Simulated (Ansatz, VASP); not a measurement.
## VClO: VASP beside Ansatz

Aim: how closely do two programs agree when they are given the same cell, functional and k mesh?

Calculated with Ansatz 0.2.0; plane waves, with VASP 6.6.1 beside it; single point at PBEsol, DFT+U, relaxation of the atoms at LDA, DFT+U and zone-centre phonons at LDA, DFT+U.

**1. Starting point**

It takes space group Pmmn (No. 59, orthorhombic). Conventional cell: a = 3.300 Å, b = 3.780 Å, c = 7.910 Å, α = 90.00°, β = 90.00°, γ = 90.00°. Nearest to V lie 4 O at 1.97 to 2.08 Å and 2 Cl at 2.36 Å. Nearest to Cl lie 2 V at 2.36 Å. O has 4 V at 1.97 to 2.08 Å nearest. Farther neighbours and most contacts between anions are not listed.

As a file:

```cif
data_structure
_symmetry_space_group_name_H-M 'P 1'
_symmetry_Int_Tables_number 1
_cell_length_a 3.3000
_cell_length_b 3.7800
_cell_length_c 7.9100
_cell_angle_alpha 90.000
_cell_angle_beta 90.000
_cell_angle_gamma 90.000
_cell_volume 98.67
loop_
_atom_site_label
_atom_site_type_symbol
_atom_site_fract_x
_atom_site_fract_y
_atom_site_fract_z
_atom_site_occupancy
V1 V 0.50000 0.00000 0.88520 1
V2 V 0.00000 0.50000 0.11480 1
Cl3 Cl 0.00000 0.00000 0.67210 1
Cl4 Cl 0.50000 0.50000 0.32790 1
O5 O 0.00000 0.00000 0.04580 1
O6 O 0.50000 0.50000 0.95420 1
```

**2. VASP: single point, PBEsol, DFT+U**

With cell and atoms fixed, the geometry can't cause a difference; cores, projectors, grids and the points listed under the comparison can.

Lines of VASP's logs that name or quote its potential files are left out, and so is its time.

INCAR reads:

```
SYSTEM = VClO
PREC = Accurate
ENCUT = 520
EDIFF = 1E-05
NELM = 100
ISMEAR = 0
SIGMA = 0.05
LREAL = .FALSE.
ALGO = Normal
GGA = PS
NBANDS = 35
ISPIN = 2
MAGMOM = 2 2 0 0 0 0
LDAU = .TRUE.
LDAUTYPE = 2
LDAUL = 2 -1 -1
LDAUU = 3.25 0 0
LDAUJ = 0 0 0
LDAUPRINT = 1
LASPH = .TRUE.
LMAXMIX = 4
LORBIT = 11
LWAVE = .FALSE.
LCHARG = .FALSE.
KPAR = 4
```

POSCAR reads:

```
VClO
1.0
    3.3000000000      0.0000000000      0.0000000000
    0.0000000000      3.7800000000      0.0000000000
    0.0000000000      0.0000000000      7.9100000000
V Cl O
2 2 2
Direct
    0.5000000000      0.0000000000      0.8852000000
    0.0000000000      0.5000000000      0.1148000000
    0.0000000000      0.0000000000      0.6721000000
    0.5000000000      0.5000000000      0.3279000000
    0.0000000000      0.0000000000      0.0458000000
    0.5000000000      0.5000000000      0.9542000000
```

KPOINTS reads:

```
Automatic mesh
0
Gamma
6 6 4
0 0 0
```

Potentials, in the order of the species: V_sv, Cl and O (PBE family, release 64).

Command:

```console
> mpirun -np 4 vasp_std
```

Numbers of over 12 decimals in the logs are rounded to 6 here.

Output:

```text
[banner, memory and clock lines left out]
running    4 mpi-ranks, on    1 nodes
 distrk:  each k-point on    1 cores,    4 groups
 distr:  one band on    1 cores,    1 groups

 POSCAR found type information on POSCAR V ClO
 POSCAR found :  3 types and       6 ions
|                                                                             |
|               ----> ADVICE to this user running VASP <----                  |
|                                                                             |
|     You enforced a specific xc type in the INCAR file but a different       |
|     [... a line on the potential file left out ...]
|     I HOPE YOU KNOW WHAT YOU ARE DOING!                                     |
|                                                                             |

 LDA part: xc-table for (Slater+PW92), standard interpolation
 POSCAR, INCAR and KPOINTS ok, starting setup
 FFT: planning ... GRIDC
 FFT: planning ... GRID_SOFT
 FFT: planning ... GRID
 WAVECAR not read
 entering main loop
       N       E                     dE             d eps       ncg     rms          rms(c)
DAV:   1     0.624807111207E+03    0.62481E+03   -0.28710E+04  7072   0.147E+03
DAV:   2     0.877905791953E+01   -0.61603E+03   -0.59162E+03  7296   0.443E+02
DAV:   3    -0.453307953403E+02   -0.54110E+02   -0.53134E+02  7984   0.133E+02
DAV:   4    -0.466378075727E+02   -0.13070E+01   -0.13026E+01  8101   0.199E+01
DAV:   5    -0.466578573664E+02   -0.20050E-01   -0.20042E-01  8071   0.265E+00    0.315E+01
DAV:   6    -0.401212711910E+02    0.65366E+01   -0.57084E+01  8203   0.549E+01    0.137E+01
DAV:   7    -0.399838189698E+02    0.13745E+00   -0.10771E+01  7821   0.290E+01    0.121E+01
DAV:   8    -0.403613180477E+02   -0.37750E+00   -0.20767E+00  7606   0.750E+00    0.616E+00
DAV:   9    -0.404605590731E+02   -0.99241E-01   -0.47542E-01  8339   0.624E+00    0.157E+00
DAV:  10    -0.404937333824E+02   -0.33174E-01   -0.78604E-02  7277   0.219E+00    0.116E+00
DAV:  11    -0.405063539369E+02   -0.12621E-01   -0.15380E-02  7492   0.915E-01    0.412E-01
DAV:  12    -0.405091400780E+02   -0.27861E-02   -0.32426E-03  7460   0.442E-01    0.215E-01
DAV:  13    -0.405093671951E+02   -0.22712E-03   -0.55934E-04  7428   0.229E-01    0.944E-02
DAV:  14    -0.405094858026E+02   -0.11861E-03   -0.16930E-04  8272   0.918E-02    0.480E-02
DAV:  15    -0.405095170684E+02   -0.31266E-04   -0.38252E-05  5772   0.380E-02    0.221E-02
DAV:  16    -0.405095212213E+02   -0.41528E-05   -0.15296E-05  3950   0.207E-02
   1 F= -.40509521E+02 E0= -.40509521E+02  d E =-.198931E-18  mag=     4.0001
```

OUTCAR, selected parts (step 2):

```text
ion  position               nearest neighbor table
   1  0.500  0.000  0.885-   6 1.97   6 1.97   5 2.08   5 2.08   3 2.36   3 2.36
   2  0.000  0.500  0.115-   5 1.97   5 1.97   6 2.08   6 2.08   4 2.36   4 2.36
   3  0.000  0.000  0.672-   1 2.36   1 2.36
   4  0.500  0.500  0.328-   2 2.36   2 2.36
   5  0.000  0.000  0.046-   2 1.97   2 1.97   1 2.08   1 2.08
   6  0.500  0.500  0.954-   1 1.97   1 1.97   2 2.08   2 2.08

  LATTYP: Found a simple orthorhombic cell.
 ALAT       =     3.3000000000
 B/A-ratio  =     1.1454545455
 C/A-ratio  =     2.3969696970

 Subroutine GETGRP returns: Found  8 space group operations
 (whereof  4 operations were pure point group operations)

The static configuration has the point symmetry C_2v.
 The point group associated with its full space group is D_2h.

 Found     48 irreducible k-points:

   k-points           NKPTS =     48   k-points in BZ     NKDIM =     48   number of bands    NBANDS=     35

   dimension x,y,z NGX =    28 NGY =   28 NGZ =   60
   dimension x,y,z NGXF=    56 NGYF=   56 NGZF=  120

   ENCUT  =  520.0 eV  38.22 Ry    6.18 a.u.   6.14  7.03 14.71*2*pi/ulx,y,z

   NELECT =      52.0000    total number of electrons

 k-points in reciprocal lattice and weights: Automatic mesh
   0.00000000  0.00000000  0.00000000       0.007
   0.16666667  0.00000000  0.00000000       0.014
   0.33333333  0.00000000  0.00000000       0.014
   0.50000000  0.00000000  0.00000000       0.007
   0.00000000  0.16666667  0.00000000       0.014
   0.16666667  0.16666667  0.00000000       0.028
   0.33333333  0.16666667  0.00000000       0.028
   0.50000000  0.16666667  0.00000000       0.014
   0.00000000  0.33333333  0.00000000       0.014
[...]
0.33333333  0.50000000  0.50000000       0.014
   0.50000000  0.50000000  0.50000000       0.007

atom =   1  type =  1  l = 2

 onsite density matrix

spin component  1

  0.9216  0.0000  0.0000  0.0000  0.0000
  0.0000  0.1080  0.0000  0.0000  0.0000
  0.0000  0.0000  0.8533  0.0000 -0.1897
  0.0000  0.0000  0.0000  0.2256  0.0000
  0.0000  0.0000 -0.1897  0.0000  0.2934

spin component  2

  0.0464  0.0000  0.0000  0.0000  0.0000
  0.0000  0.0776  0.0000  0.0000  0.0000
  0.0000  0.0000  0.0668  0.0000  0.0577
  0.0000  0.0000  0.0000  0.1695  0.0000
  0.0000  0.0000  0.0577  0.0000  0.1657

 occupancies and eigenvectors

  o =  0.0403  v =  0.0000  0.0000  0.0000  0.0000  0.0000  0.0000  0.0000 -0.9086  0.0000  0.4177      0.0000  0.0000  0.0000  0.0000  0.0000  0.0000  0.0000  0.0000  0.0000  0.0000
  o =  0.0464  v =  0.0000  0.0000  0.0000  0.0000  0.0000  1.0000  0.0000  0.0000  0.0000  0.0000      0.0000  0.0000  0.0000  0.0000  0.0000  0.0000  0.0000  0.0000  0.0000  0.0000
  o =  0.0776  v =  0.0000  0.0000  0.0000  0.0000  0.0000  0.0000  1.0000  0.0000  0.0000  0.0000      0.0000  0.0000  0.0000  0.0000  0.0000  0.0000  0.0000  0.0000  0.0000  0.0000
  o =  0.1080  v =  0.0000  1.0000  0.0000  0.0000  0.0000  0.0000  0.0000  0.0000  0.0000  0.0000      0.0000  0.0000  0.0000  0.0000  0.0000  0.0000  0.0000  0.0000  0.0000  0.0000
[...]
o =  0.0464  v =  0.0000  0.0000  0.0000  0.0000  0.0000  1.0000  0.0000  0.0000  0.0000  0.0000      0.0000  0.0000  0.0000  0.0000  0.0000  0.0000  0.0000  0.0000  0.0000  0.0000
  o =  0.0776  v =  0.0000  0.0000  0.0000  0.0000  0.0000  0.0000  1.0000  0.0000  0.0000  0.0000      0.0000  0.0000  0.0000  0.0000  0.0000  0.0000  0.0000  0.0000  0.0000  0.0000
  o =  0.1080  v =  0.0000  1.0000  0.0000  0.0000  0.0000  0.0000  0.0000  0.0000  0.0000  0.0000      0.0000  0.0000  0.0000  0.0000  0.0000  0.0000  0.0000  0.0000  0.0000  0.0000
  o =  0.1695  v =  0.0000  0.0000  0.0000  0.0000  0.0000  0.0000  0.0000  0.0000 -1.0000  0.0000      0.0000  0.0000  0.0000  0.0000  0.0000  0.0000  0.0000  0.0000  0.0000  0.0000
  o =  0.1922  v =  0.0000  0.0000  0.0000  0.0000  0.0000  0.0000  0.0000 -0.4177  0.0000 -0.9086      0.0000  0.0000  0.0000  0.0000  0.0000  0.0000  0.0000  0.0000  0.0000  0.0000
  o =  0.2256  v =  0.0000  0.0000  0.0000  1.0000  0.0000  0.0000  0.0000  0.0000  0.0000  0.0000      0.0000  0.0000  0.0000  0.0000  0.0000  0.0000  0.0000  0.0000  0.0000  0.0000
  o =  0.2352  v =  0.0000  0.0000 -0.2933  0.0000 -0.9560  0.0000  0.0000  0.0000  0.0000  0.0000      0.0000  0.0000  0.0000  0.0000  0.0000  0.0000  0.0000  0.0000  0.0000  0.0000
  o =  0.9115  v =  0.0000  0.0000 -0.9560  0.0000  0.2933  0.0000  0.0000  0.0000  0.0000  0.0000      0.0000  0.0000  0.0000  0.0000  0.0000  0.0000  0.0000  0.0000  0.0000  0.0000
  o =  0.9216  v =  1.0000  0.0000  0.0000  0.0000  0.0000  0.0000  0.0000  0.0000  0.0000  0.0000      0.0000  0.0000  0.0000  0.0000  0.0000  0.0000  0.0000  0.0000  0.0000  0.0000

 average (electrostatic) potential at core
       1 -76.6482       2 -76.6482       3 -91.6457       4 -91.6457       5 -71.4872
       6 -71.4872

 E-fermi :   3.8838

 spin component 1
 k-point     1 :       0.0000    0.0000    0.0000
  band No.  band energies     occupation
    ...
     24       1.7985      1.00000
     25       1.8356      1.00000
     26       2.1396      1.00000
     27       2.6000      1.00000
     28       3.0024      1.00000
     29       5.9919      0.00000
     30       6.3145      0.00000
     31       6.5796      0.00000
     32       7.1102      0.00000
     33       7.1189      0.00000
    ...

 k-point     2 :       0.1667    0.0000    0.0000
  band No.  band energies     occupation
    ...
     24       1.3877      1.00000
     25       2.3352      1.00000
     26       2.6479      1.00000
     27       2.7219      1.00000
     28       3.3233      1.00000
     29       5.9021      0.00000
     30       6.2079      0.00000
     31       6.4269      0.00000
     32       6.7504      0.00000
     33       7.1238      0.00000
    ...

 k-point     3 :       0.3333    0.0000    0.0000
  band No.  band energies     occupation
    ...
     24       1.4112      1.00000
     25       2.8622      1.00000
     26       2.9028      1.00000
     27       3.0001      1.00000
     28       3.3481      1.00000
     29       5.7074      0.00000
     30       5.9184      0.00000
     31       6.4189      0.00000
     32       6.6487      0.00000
     33       6.9933      0.00000
    ...

 k-point     4 :       0.5000    0.0000    0.0000
  band No.  band energies     occupation
    ...
     24       1.3257      1.00000
     25       3.0499      1.00000
     26       3.0499      1.00000
     27       3.1558      1.00000
     28       3.1558      1.00000
     29       5.6599      0.00000
     30       5.6599      0.00000
     31       6.6286      0.00000
     32       6.6286      0.00000
     33       7.0508      0.00000
    ...

 k-point     5 :       0.0000    0.1667    0.0000
  band No.  band energies     occupation
    ...
     24       1.3421      1.00000
     25       2.1433      1.00000
     26       2.6163      1.00000
     27       2.7759      1.00000
     28       3.0172      1.00000
     29       5.5961      0.00000
     30       5.7935      0.00000
     31       6.9507      0.00000
     32       7.1346      0.00000
     33       7.1531      0.00000
    ...

 k-point     6 :       0.1667    0.1667    0.0000
  band No.  band energies     occupation
    ...
     24       1.2866      1.00000
     25       2.5246      1.00000
     26       2.7466      1.00000
     27       2.8378      1.00000
     28       3.3143      1.00000
     29       5.4783      0.00000
     30       5.7154      0.00000
     31       6.5924      0.00000
     32       6.7829      0.00000
     33       7.3377      0.00000
    ...

  Total        1.8191150      2.0147394      1.7659690      0.0000000      0.0000000      0.0000000
  in kB       29.5385059     32.7150237     28.6755292      0.0000000      0.0000000      0.0000000
  external PRESSURE =      30.3096863 kB  Pullay stress =       0.0000000 kB

  energy-cutoff  :      520.00
  volume of cell :       98.67
      direct lattice vectors                 reciprocal lattice vectors
     3.300000000  0.000000000  0.000000000     0.303030303  0.000000000  0.000000000
     0.000000000  3.780000000  0.000000000     0.000000000  0.264550265  0.000000000
     0.000000000  0.000000000  7.910000000     0.000000000  0.000000000  0.126422250

 POSITION                                       TOTAL-FORCE (eV/Angst)
 -----------------------------------------------------------------------------------
      1.65000      0.00000      7.00193         0.000000      0.000000     -0.075013
      0.00000      1.89000      0.90807         0.000000      0.000000      0.075013
      0.00000      0.00000      5.31631         0.000000      0.000000     -0.238374
      1.65000      1.89000      2.59369         0.000000      0.000000      0.238374
      0.00000      0.00000      0.36228         0.000000      0.000000      0.043870
      1.65000      1.89000      7.54772         0.000000      0.000000     -0.043870
 -----------------------------------------------------------------------------------
    total drift:                                0.000000      0.000000      0.000000

  FREE ENERGIE OF THE ION-ELECTRON SYSTEM (eV)
  ---------------------------------------------------
  free  energy   TOTEN  =       -40.5095212213 eV

  energy  without entropy=      -40.5095212213  energy(sigma->0) =      -40.50952122

 total charge
# of ion       s       p       d       tot
------------------------------------------
    1        2.232   6.228   2.901  11.360
    2        2.232   6.228   2.901  11.360
    3        1.592   3.534   0.000   5.126
    4        1.592   3.534   0.000   5.126
    5        1.553   3.515   0.000   5.067
    6        1.553   3.515   0.000   5.067
--------------------------------------------------
tot         10.753  26.553   5.801  43.107

 magnetization (x)
# of ion       s       p       d       tot
------------------------------------------
    1        0.020   0.015   1.870   1.906
    2        0.020   0.015   1.870   1.906
    3       -0.000  -0.015   0.000  -0.015
    4       -0.000  -0.015   0.000  -0.015
    5       -0.003  -0.012   0.000  -0.015
    6       -0.003  -0.012   0.000  -0.015
--------------------------------------------------
tot          0.034  -0.024   3.740   3.750

[... 6 further parts left out ...]
```

The run ends at a pressure of 3.03 GPa, with forces up to 0.24 eV/Å.

(Part 1 of 3 ends here.)

[Lines on the potential files, build, host, timing and source positions are cut from VASP's logs without a mark.]

[Logs are printed without paths, hosts, clocks, repeated set-up lines and the standing remarks that a program may print on its own settings, such as how far it seeks lower states.]

[Hosts, paths, dates, database ids (printed as entryN), source tags and the programs' standing remarks are cut or masked in the printed files.]
